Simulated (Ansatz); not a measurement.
**The black arsenene bilayer (AB) between two gates**

How do the bands of the black arsenene bilayer (AB) follow a displacement field between two gates?

Main program and level: Ansatz 0.2.0; plane-wave DFT, PBE-D3(BJ), Ansatz PAW.

### Step 1. Set-up

The cell holds 8 atoms: 8 As. Cell: a = 4.750 Å, b = 3.680 Å, c = 46.960 Å, α = 90.0°, β = 90.0°, γ = 90.0°. Regions: layer 1: black arsenene, 4 atoms (4 As); layer 2: black arsenene, 4 atoms (4 As). Vacuum lies along c.

### Step 2. Relaxing the slab

The starting cell is a guess, so the in-plane lattice and the atoms are relaxed first, with the slab cut off from its images along the normal.

The input, input.yaml:

```yaml
crystal:
  lattice:
    - [4.75, 0.0, 0.0]
    - [0.0, 3.68, 0.0]
    - [0.0, 0.0, 46.9599999997]
  atoms:
    - { symbol: As, position: [0.09, 0.0, 0.4152470187] }
    - { symbol: As, position: [0.41, 0.5, 0.4173764906] }
    - { symbol: As, position: [0.91, 0.0, 0.4680579217] }
    - { symbol: As, position: [0.59, 0.5, 0.4659284497] }
    - { symbol: As, position: [0.09, 0.5, 0.5319420783] }
    - { symbol: As, position: [0.41, 0.0, 0.5340715503] }
    - { symbol: As, position: [0.91, 0.5, 0.5847529813] }
    - { symbol: As, position: [0.59, 0.0, 0.5826235094] }
  periodic: [true, true, false]
kpoints:
  mp_grid: { grid: [8, 8, 1] }
hamiltonian:
  xc: pbe
  dispersion: d3bj
scf:
  occupations: { method: fermi_dirac, width: 0.05 }
  convergence: { dr2_threshold: 1.0e-09 }
relax:
  f_tol: 0.004
  max_steps: 90
  cell: {}
output:
  write_potential: true
  write_density: true
  volumetric_format: npy
```

Started as:

```bash
$ ansatz run input.yaml --threads 4 --pin off --max-ram 8192MiB --backend cpu --events-out ev --progress --plain --runs-dir out
```

Numbers of over 12 decimals in the logs are rounded to 6 here.

The log of the run:

```text
Warning: relax.cell: scf.convergence.dr2_threshold = 1e-9 eV is looser than the 2.48014642685e-10 eV advised for a relaxation that steers and ends on the stress (1e-10 eV for each atom of the cell: 8, times the square of relax.cell.stress_2d_tol = 0.05 N/m over 18.0 Å (the atoms' height at the walk's start and 5 Å past either face), 2.784e-2 GPa, over a crystal's default 0.05). What an SCF threshold leaves in a stress goes as its square root, and in the free energy as the threshold itself, and one threshold admits the most on a small cell: [figures from the program's tests cut] Set scf.convergence.dr2_threshold to 2.48014642685e-10 eV or tighter. [rest of the remark cut]
Engine: ansatz 0.2.0, x86_64-unknown-linux-gnu
Pseudopotentials: kind: paw
Pseudopotential: As, paw, valence charge 15, recommended cutoff 420 eV (normal), As.paw.azcp
Functional definition: PBE
  parameter kappa = 0.804
  parameter beta = 0.066725
  exchange = pbe_x(kappa = kappa, mu = beta*pi^2/3)
  correlation = pbe_c(beta = beta)
Crystal: 8 atoms, lattice volume = 820.861 Å³
Basis set: ecut = 420 eV, 15891 PW (Γ), exchange–correlation on 64×50×640 points (8 copies of the dense FFT grid, shifted against one another)
Bands: 72, of which v1, the nominal top of the filled ones, is band 60 counted from 1 (59 counted from 0)
Symmetry: 4 space group operations
Space group: P21/m (ITA 11), of the structure as read, at distance tolerance 9.4e-5 Å
k-points: 25 of 64
Non-local potential: As, projectors of the file, l = 0: 2, l = 1: 2, l = 2: 3, l = 3: 1
PAW form: soft (Blöchl's): semilocal exchange-correlation on the pseudo side does not see the compensation charge
PAW one-centre angular grid: As, 590 points (default); XC on 64 Gauss nodes
Initial density: superposition of atomic densities (neutral atoms: chi_scale 0, normalization atom), corrected by the library's trained network
Initial wavefunctions: pseudopotential atomic-orbital guess
Functional: x = pbe(κ = 0.804, μ = 0.219515), c = pbe(β = 0.066725)
SCF iter   1: F=—  HF=-38850.615412 eV  |F-HF|=—  |Δ(HF+E_count)|=         —  Δρ=9.11e-4  dr2=2.86e-2  ethr=1.77e-3  ⟨swp⟩=9.7  Hψ=8122  notcnv=0  defer=24
preconditioner: auto → LDOS  [insulator: Δε(μ)=0.279 eV  Ē_g=9.166 eV  σ=0.050 eV  W_gap=0.88  n_scr=104 (ndim 8)  ℏωp=8.2 eV  f_vac=0.750  D(μ)=0.13/eV (n_scr^D=2)  ε∞_Penn≈1.8  β→1.0]
SCF iter   2: F=—  HF=-38850.629474 eV  |F-HF|=—  |Δ(HF+E_count)|=   1.41e-2  Δρ=1.28e-3  dr2=1.77e-1  ethr=2.39e-5  ⟨swp⟩=5.0  Hψ=5084  notcnv=0  defer=97
SCF iter   3: F=—  HF=-38850.609239 eV  |F-HF|=—  |Δ(HF+E_count)|=   2.02e-2  Δρ=2.93e-4  dr2=6.96e-3  ethr=2.39e-5  ⟨swp⟩=3.1  Hψ=2403  notcnv=0  defer=97
SCF iter   4: F=—  HF=-38850.608520 eV  |F-HF|=—  |Δ(HF+E_count)|=   7.20e-4  Δρ=1.09e-4  dr2=3.55e-4  ethr=5.80e-6  ⟨swp⟩=3.0  Hψ=2300  notcnv=0  defer=97
SCF iter   5: F=—  HF=-38850.608447 eV  |F-HF|=—  |Δ(HF+E_count)|=   7.24e-5  Δρ=2.44e-5  dr2=3.92e-6  ethr=2.96e-7  ⟨swp⟩=3.0  Hψ=2501  notcnv=0  defer=97
SCF iter   6: F=—  HF=-38850.608436 eV  |F-HF|=—  |Δ(HF+E_count)|=   1.10e-5  Δρ=9.67e-6  dr2=8.75e-7  ethr=3.27e-9  ⟨swp⟩=3.0  Hψ=3831  notcnv=0  defer=97
SCF iter   7: F=—  HF=-38850.608437 eV  |F-HF|=—  |Δ(HF+E_count)|=   1.07e-6  Δρ=3.32e-6  dr2=2.23e-7  ethr=7.29e-10  ⟨swp⟩=4.0  Hψ=4057  notcnv=0  defer=97
SCF iter   8: F=—  HF=-38850.608437 eV  |F-HF|=—  |Δ(HF+E_count)|=   3.11e-8  Δρ=7.66e-7  dr2=4.35e-9  ethr=1.86e-10  ⟨swp⟩=3.7  Hψ=3624  notcnv=0  defer=97
SCF iter   9: F=-38850.608437 eV  HF=-38850.608437 eV  |F-HF|=3.41e-9  |Δ(HF+E_count)|=   1.87e-8  Δρ=2.54e-7  dr2=3.72e-10  ethr=1.00e-12  ⟨swp⟩=11.2  Hψ=12384  notcnv=0
SCF 1 converged in 9 iterations: F = -38850.608437 eV  dr2 = 3.72e-10
  greatest PAW one-centre occupation: 0.999 electrons in one spin orbital (limit 2), on the As atom at site 4 (counted from 0), in its partial waves of l = 2
relax step   1: F+E_penalty+E_count = -38850.60843721 eV  Δ(F+E_penalty+E_count) = +0.000e0 eV  max|allowed force component| = 1.655e0 eV/Å  Δτ_max = 0.0000 Å  P = +4.497 N/m  Ω = 820.861 Å³  fix = [c, alpha, beta]  reactions: c +0.000 N/m; beta +0.000 N/m/rad  (9 SCF iters, accepted)
Crystal: 8 atoms, lattice volume = 794.781 Å³
Basis set: ecut = 420 eV, 15373 PW (Γ), exchange–correlation on 64×50×640 points (8 copies of the dense FFT grid, shifted against one another)
Initial density: handed on by an earlier stage of this run
Initial wavefunctions: those handed on with the density
iter 1 solved again at ethr=1.39e-4 eV; its pass at ethr=3.10e-3 eV (dr2=1.67e-1 eV) is discarded
SCF iter   1: F=—  HF=-38851.308876 eV  |F-HF|=—  |Δ(HF+E_count)|=         —  Δρ=5.01e-3  dr2=1.72e-1  ethr=1.39e-4  ⟨swp⟩=3.2  Hψ=9647  notcnv=0
preconditioner: auto → LDOS  [insulator: Δε(μ)=0.266 eV  Ē_g=8.974 eV  σ=0.050 eV  W_gap=0.87  n_scr=104 (ndim 8)  ℏωp=8.3 eV  f_vac=0.749  D(μ)=0.11/eV (n_scr^D=2)  ε∞_Penn≈1.9  β→1.0]
SCF iter   2: F=—  HF=-38851.332369 eV  |F-HF|=—  |Δ(HF+E_count)|=   2.35e-2  Δρ=2.89e-3  dr2=1.78e-1  ethr=1.39e-4  ⟨swp⟩=5.0  Hψ=4491  notcnv=0  defer=7
SCF iter   3: F=—  HF=-38851.278859 eV  |F-HF|=—  |Δ(HF+E_count)|=   5.35e-2  Δρ=7.43e-4  dr2=1.25e-2  ethr=1.39e-4  ⟨swp⟩=5.0  Hψ=4401  notcnv=0  defer=46
SCF iter   4: F=—  HF=-38851.276384 eV  |F-HF|=—  |Δ(HF+E_count)|=   2.47e-3  Δρ=2.18e-4  dr2=2.67e-3  ethr=1.04e-5  ⟨swp⟩=3.9  Hψ=3848  notcnv=0  defer=59
SCF iter   5: F=—  HF=-38851.276181 eV  |F-HF|=—  |Δ(HF+E_count)|=   2.03e-4  Δρ=1.07e-4  dr2=6.45e-4  ethr=2.23e-6  ⟨swp⟩=2.3  Hψ=2063  notcnv=0  defer=59
SCF iter   6: F=—  HF=-38851.276111 eV  |F-HF|=—  |Δ(HF+E_count)|=   7.05e-5  Δρ=3.50e-5  dr2=4.46e-5  ethr=5.38e-7  ⟨swp⟩=2.8  Hψ=2279  notcnv=0  defer=59
SCF iter   7: F=—  HF=-38851.276101 eV  |F-HF|=—  |Δ(HF+E_count)|=   9.86e-6  Δρ=9.81e-6  dr2=3.60e-6  ethr=3.71e-8  ⟨swp⟩=2.5  Hψ=2305  notcnv=0  defer=59
SCF iter   8: F=—  HF=-38851.276063 eV  |F-HF|=—  |Δ(HF+E_count)|=   3.83e-5  Δρ=2.47e-6  dr2=1.71e-7  ethr=3.00e-9  ⟨swp⟩=2.8  Hψ=2380  notcnv=0  defer=59
SCF iter   9: F=—  HF=-38851.276063 eV  |F-HF|=—  |Δ(HF+E_count)|=   8.06e-9  Δρ=7.79e-7  dr2=4.80e-9  ethr=1.42e-10  ⟨swp⟩=3.0  Hψ=2679  notcnv=0  defer=59
SCF iter  10: F=-38851.276063 eV  HF=-38851.276063 eV  |F-HF|=6.40e-10  |Δ(HF+E_count)|=   8.12e-9  Δρ=1.79e-7  dr2=3.98e-10  ethr=1.00e-12  ⟨swp⟩=11.2  Hψ=12839  notcnv=0
SCF 2 converged in 10 iterations: F = -38851.276063 eV  dr2 = 3.98e-10
  greatest PAW one-centre occupation: 0.999 electrons in one spin orbital (limit 2), on the As atom at site 5 (counted from 0), in its partial waves of l = 2
[...]
relax step   8: F+E_penalty+E_count = -38851.40576825 eV  Δ(F+E_penalty+E_count) = -1.900e-4 eV  max|allowed force component| = 9.594e-3 eV/Å  Δτ_max = 0.0069 Å  P = -0.002 N/m  Ω = 768.103 Å³  energy of the carried Pulay correction = +1.679e-3 eV  fix = [c, alpha, beta]  reactions: c +0.000 N/m; beta +0.000 N/m/rad  (8 SCF iters, accepted)
[...]
relax step   9: F+E_penalty+E_count = -38851.40584706 eV  Δ(F+E_penalty+E_count) = -7.881e-5 eV  max|allowed force component| = 6.345e-4 eV/Å  Δτ_max = 0.0055 Å  P = -0.000 N/m  Ω = 767.952 Å³  energy of the carried Pulay correction = +1.684e-3 eV  fix = [c, alpha, beta]  reactions: c -0.000 N/m; beta +0.000 N/m/rad  (7 SCF iters, accepted)
Basis set: ecut = 420 eV, 15019 PW (Γ), exchange–correlation on 60×50×640 points (8 copies of the dense FFT grid, shifted against one another)
Initial wavefunctions: pseudopotential atomic-orbital guess (no wavefunctions were taken with the density)
iter 1 solved again at ethr=2.58e-7 eV; its pass at ethr=3.10e-3 eV (dr2=3.09e-4 eV) is discarded
SCF iter   1: F=—  HF=-38851.404580 eV  |F-HF|=—  |Δ(HF+E_count)|=         —  Δρ=2.14e-5  dr2=8.00e-7  ethr=2.58e-7  ⟨swp⟩=6.0  Hψ=15088  notcnv=0
preconditioner: auto → LDOS  [metal: Δε(μ)=0.136 eV  Ē_g=9.048 eV  σ=0.050 eV  W_gap=0.49  n_scr=104 (ndim 8)  ℏωp=8.5 eV  f_vac=0.750  D(μ)=0.65/eV (n_scr^D=4)  β→1.0]
SCF iter   2: F=—  HF=-38851.404553 eV  |F-HF|=—  |Δ(HF+E_count)|=   2.69e-5  Δρ=6.28e-6  dr2=2.60e-7  ethr=6.67e-10  ⟨swp⟩=4.9  Hψ=5572  notcnv=0
SCF iter   3: F=—  HF=-38851.404551 eV  |F-HF|=—  |Δ(HF+E_count)|=   1.90e-6  Δρ=1.94e-6  dr2=6.92e-8  ethr=2.17e-10  ⟨swp⟩=2.7  Hψ=3537  notcnv=0
SCF iter   4: F=—  HF=-38851.404551 eV  |F-HF|=—  |Δ(HF+E_count)|=   7.02e-7  Δρ=7.61e-7  dr2=4.48e-8  ethr=5.76e-11  ⟨swp⟩=3.0  Hψ=3726  notcnv=0
SCF iter   5: F=—  HF=-38851.404552 eV  |F-HF|=—  |Δ(HF+E_count)|=   7.22e-8  Δρ=2.49e-7  dr2=1.21e-9  ethr=3.73e-11  ⟨swp⟩=2.7  Hψ=2345  notcnv=0
iter 6 met the thresholds in force, and the SCF goes on: an eigenvalue changes by 2.23 meV, over its tolerance of 1.01 meV (output.eigenvalues, Limitations)
SCF iter   6: F=-38851.404552 eV  HF=-38851.404552 eV  |F-HF|=5.43e-9  |Δ(HF+E_count)|=   3.22e-8  Δρ=7.17e-8  dr2=4.56e-11  ethr=1.00e-12  ⟨swp⟩=15.4  Hψ=12808  notcnv=0
iter 7 met the thresholds in force, and the SCF goes on: an eigenvalue changes by 2.37 meV, over its tolerance of 1.00 meV (output.eigenvalues, Limitations)
SCF iter   7: F=-38851.404552 eV  HF=-38851.404552 eV  |F-HF|=6.98e-10  |Δ(HF+E_count)|=   5.04e-9  Δρ=1.92e-8  dr2=2.11e-12  ethr=1.00e-12  ⟨swp⟩=7.0  Hψ=9029  notcnv=0
Mixer restart at iter 7: flushing history
SCF iter   8: F=-38851.404552 eV  HF=-38851.404552 eV  |F-HF|=7.28e-12  |Δ(HF+E_count)|=  9.17e-10  Δρ=1.18e-8  dr2=7.25e-12  ethr=1.00e-12  ⟨swp⟩=6.6  Hψ=8345  notcnv=0
SCF 10 converged in 8 iterations: F = -38851.404552 eV  dr2 = 7.25e-12
relax step  10: F+E_penalty+E_count = -38851.40455161 eV  Δ(F+E_penalty+E_count) = +1.295e-3 eV  max|allowed force component| = 6.725e-4 eV/Å  Δτ_max = 0.0000 Å  P = -0.005 N/m  Ω = 767.952 Å³  fix = [c, alpha, beta]  reactions: c -0.000 N/m; beta +0.000 N/m/rad  stress off target by 1.11e-2 N/m on what of the cell is left free  SCF on the basis re-selected at this cell (its energy is not comparable with the rows above)  (8 SCF iters)
basis re-selected at this cell: Δ(F+E_penalty+E_count) = +1.295e-3 eV, ΔP = -0.005 N/m vs the last step (what re-selecting the basis moved, of the pressure what is left beyond the Pulay correction that the steps carried, after the strain that the cell walked since its last selection, with what the two solves' SCF thresholds leave and, on support functions, any second-order correction that the steps lacked; it is no measure of the basis error at this ecutwfc). The dense FFT grid was sized anew with the basis: this SCF ran on 30×25×320 points, the steps before it on 32×25×320, so part of this shift can come from that change (see relax.cell in the input reference). [rest of the remark cut]
WARN: The output density's exchange-correlation potential varies sharply where the density is thin. Do not read a vacuum level from v_tot or v_xc, or from such a field of the output density. On a cell that repeats whose density bears no net charge and no dipole along the vacuum's axis use v_es (v_loc + v_h of the components); under efield.dipole_correction with no amplitude use v_es + v_field, which holds any externa [...]
SCF converged after 8 iterations
an eigenvalue changed by more than its tolerance at an iteration that met the thresholds in force, so the SCF went on 2 times, its first undamped step at iteration 7: the last check found none over its tolerance
Free energy (F): -38851.404552 eV
Harris-Foulkes:  -38851.404552 eV  (|F-HF|=7.28e-12)
Internal energy: -38851.399126 eV  (E = F + TS)
E sigma→0 (E₀):  -38851.401839 eV
Entropy (-TS):   -0.005426 eV (-0.678 meV/atom)
Fermi energy:    -4.102617 eV
--- Per-component energies (eV) ---
  E_band       = -3628.272861
  E_kinetic    = 819.843785
  E_local      = -674799.993941  (includes V_loc(G=0)·N_el)
  E_nonlocal   = -5365.465265
  E_hartree    = 337243.241009
  E_xc         = -633.066552
  E_vxc        = -632.506352  (∫ρ·V_xc dr)
  E_paw        = -14677.064771  (= ΣΔE_a)
  E_vpaw       = 1863.367139  (= ΣTr[D̂ρ^β])
  E_aug_tail   = 0.000057  (compensation charges beyond the density's cutoff)
  E_ewald      = 318563.761175
  E_disp       = -2.654624  (pairwise vdW)
  E_smearing   = -0.005426  (= −TS)
  E_closure    = 0.000000  (closes the sum)
  Σ components = -38851.404552   (vs F -38851.404552, Δ=0.00e0)
--- Forces (eV/Å), atoms counted from 1 ---
  atom   1  As     0.00067252     0.00000000     0.00031671
  atom   2  As     0.00022177     0.00000000    -0.00028819
  atom   3  As     0.00033211     0.00000000     0.00048171
  atom   4  As    -0.00010330     0.00000000     0.00014748
  atom   5  As    -0.00033211     0.00000000    -0.00048171
  atom   6  As     0.00010330     0.00000000    -0.00014748
  atom   7  As    -0.00067252     0.00000000    -0.00031671
  atom   8  As    -0.00022177     0.00000000     0.00028819
  max |Σ_I F_I| component: 2.98e-19 eV/Å
--- 2D stress c σ (N/m, compression-positive) ---
       -0.011065       0.000000      -0.000000
        0.000000       0.001289       0.000000
       -0.000000       0.000000      -0.000000
  P = ½ c Tr σ = -0.0049 N/m
--- Band table (eV; the first three rows and the last of 25) ---
  k-point 0: bands = [... 56 lower, -6.1442, -5.7848, -4.8871, -4.3387, -4.1165, -2.6895, -2.4444, -2.4031, ... 8 higher]
  k-point 1: bands = [... 56 lower, -6.2626, -6.2348, -4.8765, -4.4891, -3.9803, -2.6182, -1.9052, -1.6817, ... 8 higher]
  k-point 2: bands = [... 56 lower, -6.0170, -5.9945, -5.1495, -5.1300, -3.6263, -3.3765, -2.9187, -2.1068, ... 8 higher]
  k-point 24: bands = [... 56 lower, -6.2179, -6.2179, -6.2060, -6.2060, -1.8667, -1.8667, -1.8536, -1.8536, ... 8 higher]
  the weakly bound empty levels are not read free of the cell's end (no_gap_told)
--- Relaxed structure (9 steps of the walk, 7 accepted, 1 SCFs on fresh bases) ---
  F+E_penalty+E_count = -38851.40455161 eV   max|allowed force component| = 6.725e-4 eV/Å   (the final SCF, on the basis selected at the relaxed cell)
  cell:  # Å, volume = 767.9518 Å³
    - [4.392065, 0.0, 0]
    - [0.0, 3.723378, 0.0]
    - [0, 0.0, 46.9599999997]
  atoms:
    - { symbol: As, position: [0.057411, 0.0, 0.416726] }
    - { symbol: As, position: [0.439799, 0.5, 0.416704] }
    - { symbol: As, position: [0.939512, 0.0, 0.468327] }
    - { symbol: As, position: [0.557822, 0.5, 0.468301] }
    - { symbol: As, position: [0.060488, 0.5, 0.531673] }
    - { symbol: As, position: [0.442178, 0.0, 0.531699] }
    - { symbol: As, position: [0.942589, 0.5, 0.583274] }
    - { symbol: As, position: [0.560201, 0.0, 0.583296] }
```

Elapsed: 9 min, on 4 threads of AMD EPYC (Zen 3), shared host; peak memory 2.1 GiB.

Step by step:

```csv
step,energy less that of the first step (eV),largest force component (eV/Å),volume (Å³)
1,0.0000,1.6552,820.86
2,-0.6676,0.3740,794.78
3,-0.7624,0.1553,764.87
4,-0.7072,0.2944,803.33
5,-0.7962,0.0401,771.49
6,-0.7971,0.0134,767.53
7,-0.7970,0.0269,769.02
8,-0.7973,0.0096,768.10
9,-0.7974,0.0006,767.95
10*,-0.7961,0.0007,767.95
```

Relaxation steps marked * repeat the geometry before them on a plane-wave basis chosen anew for their cell, so energy and pressure can jump there. Relaxation steps 4, 7 were tried and not accepted.

Forces are held to the 4 operations that the run works with; a distortion that breaks them can't arise in this run.

```csv
cell as run,before,after,change
a (Å),4.750,4.392,-7.5 %
b (Å),3.680,3.723,+1.2 %
```

The atoms that moved most (Å, along periodic axes as changes of fractional coordinates times the final cell, across vacuum about the mean position):

```csv
atom,dx,dy,dz,length
As6,0.141,0.000,-0.111,0.180
As4,-0.141,0.000,0.111,0.180
As1,-0.143,0.000,0.069,0.159
As7,0.143,0.000,-0.069,0.159
As2,0.131,0.000,-0.032,0.135
As8,-0.131,0.000,0.032,0.135
As5,-0.130,0.000,-0.013,0.130
As3,0.130,0.000,0.013,0.130
```

Final coordinates:

```cif
data_structure
_symmetry_space_group_name_H-M 'P 1'
_symmetry_Int_Tables_number 1
_cell_length_a 4.3921
_cell_length_b 3.7234
_cell_length_c 46.9600
_cell_angle_alpha 90.000
_cell_angle_beta 90.000
_cell_angle_gamma 90.000
_cell_volume 767.95
loop_
_atom_site_label
_atom_site_type_symbol
_atom_site_fract_x
_atom_site_fract_y
_atom_site_fract_z
_atom_site_occupancy
As1 As 0.05741 0.00000 0.41673 1
As2 As 0.43980 0.50000 0.41670 1
As3 As 0.93951 0.00000 0.46833 1
As4 As 0.55782 0.50000 0.46830 1
As5 As 0.06049 0.50000 0.53167 1
As6 As 0.44218 0.00000 0.53170 1
As7 As 0.94259 0.50000 0.58327 1
As8 As 0.56020 0.00000 0.58330 1
```

Numbers from this step:

```yaml
energy_at_zero_smearing: -38851.4018 eV
```

The lattice constant a goes from 4.750 to 4.392 Å.

(Part 1 of 3 ends here.)

[Logs are printed without paths, hosts, clocks, repeated set-up lines and the standing remarks that a program may print on its own settings, such as how far it seeks lower states.]

[Hosts, paths, dates, database ids (printed as entryN), source tags and the programs' standing remarks are cut or masked in the printed files.]

[Maps of the electrostatic potential energy from Ansatz leave out the sawtooth potential of an applied field or a dipole correction, so their vacuum need not be flat; planar profiles and work functions include it.]
